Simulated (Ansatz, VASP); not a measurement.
**ZnSe (Stilleite) in VASP and in Ansatz**

The input INCAR:

```
SYSTEM = ZnSe
PREC     = Accurate       ! precision mode
ENCUT    = 600            ! plane-wave cutoff, eV
EDIFF    = 1E-6           ! SCF threshold, eV
ISMEAR   = -1             ! smearing method
SIGMA    = 0.05           ! smearing width, eV
LREAL    = .FALSE.        ! projectors in reciprocal space
LASPH    = .TRUE.         ! aspherical terms in the spheres
NELM     = 80             ! most SCF steps
ALGO     = Normal         ! electronic algorithm
ISIF     = 3              ! what is computed and relaxed
LWAVE    = .FALSE.        ! write WAVECAR
LCHARG   = .FALSE.        ! write CHGCAR
GGA      = RP             ! functional
IVDW     = 12             ! dispersion correction
IBRION   = 2              ! ionic algorithm
NSW      = 80             ! ionic steps
EDIFFG   = -0.005         ! ionic threshold
```

KPOINTS

```
regular mesh
0
G
  8 8 8
  0 0 0
```

Contents of POSCAR:

```
ZnSe
1.0
    0.0000000000      2.8338000000      2.8338000000
    2.8338000000      0.0000000000      2.8338000000
    2.8338000000      2.8338000000      0.0000000000
Se Zn
1 1
Direct
    0.7500000000      0.7500000000      0.7500000000
    0.0000000000      0.0000000000      0.0000000000
```

File input.yaml:

```yaml
crystal:
  lattice:
    - [0.0, 2.8338, 2.8338]
    - [2.8338, 0.0, 2.8338]
    - [2.8338, 2.8338, 0.0]
  atoms:
    - { symbol: Se, position: [0.75, 0.75, 0.75] }
    - { symbol: Zn, position: [0.0, 0.0, 0.0] }
kpoints:
  mp_grid: { grid: [8, 8, 8] }
scf:
  occupations: { method: fermi_dirac, width: 0.05 }
hamiltonian:
  xc: rpbe
  dispersion: d3bj
  pseudopotentials: { kind: all_electron, lapw: { basis_error: 0.001 } }
output:
  forces: true
  stress: true
relax:
  f_tol: 0.005
  max_steps: 60
  cell: {}
```

Alike in both runs: task relaxation of cell and atoms; functional RPBE; dispersion D3(BJ); k mesh 8 × 8 × 8; occupations fermi-dirac, width 0.05 eV; no spin polarisation.

|  | VASP | Ansatz |
| --- | --- | --- |
| version | VASP 6.6.1 | Ansatz 0.2.0 |
| potentials or method | VASP PAW PBE potentials, release 64 (Se, Zn) | all-electron LAPW, scalar-relativistic |
| plane-wave cutoff (eV) | 600 | see its input |

```csv
,VASP,Ansatz,Ansatz less VASP
relaxed volume (Å³/atom),20.90,20.81,-0.098
relaxed cell length with the largest relative difference (Å),3.896,3.890,-0.0061
energy change over the relaxation (meV/atom),-33,-36,-2.9
```

Ansatz ran all-electron here, so the differences hold the error of VASP's frozen core and of both bases.

Caveats: the PAW data sets were made with another functional, which shifts forces and pressure a little (VASP).
